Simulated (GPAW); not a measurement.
## SnSe: equation of state with revPBE+D3(BJ)

Crystal: SnSe.

```
CELL_PARAMETERS angstrom
0.00000 3.01000 3.01000
3.01000 0.00000 3.01000
3.01000 3.01000 0.00000
ATOMIC_POSITIONS crystal
Sn 0.00000 0.00000 0.00000
Se 0.50000 0.50000 0.50000
```

Measurements of this composition are mostly on another form, of space group No. 62.

```json
{
  "Program": "GPAW 26.7.0",
  "Task": "equation of state",
  "Functional": "revPBE",
  "Dispersion": "D3(BJ)",
  "Potentials or basis": "the program's PAW data sets (release 1.2.1) made for this functional",
  "Cutoff": "600 eV",
  "Basis": "pw",
  "k mesh": "6 × 6 × 6",
  "Occupations": "fermi-dirac, width 0.05 eV",
  "Spin": "no spin polarisation"
}
```

| Property | Result |
| --- | --- |
| Equilibrium volume | 25.97 Å³/atom |
| Bulk modulus | 59 GPa |
| Pressure derivative of the bulk modulus | 6.3 (rough: it moves with the points fitted) |

Energy against volume, from the lowest point:
| volume (Å³/atom) | energy (meV/atom) |
| --- | --- |
| 25.635 | 0.45 |
| 26.180 | 0.00 |
| 26.725 | 3.37 |
| 27.271 | 10.14 |
| 27.816 | 19.91 |
| 28.362 | 32.22 |
| 28.907 | 46.36 |

It took 56 s on 1 thread of Arm Neoverse V2, with other jobs on the host, peak memory 0.27 GiB.
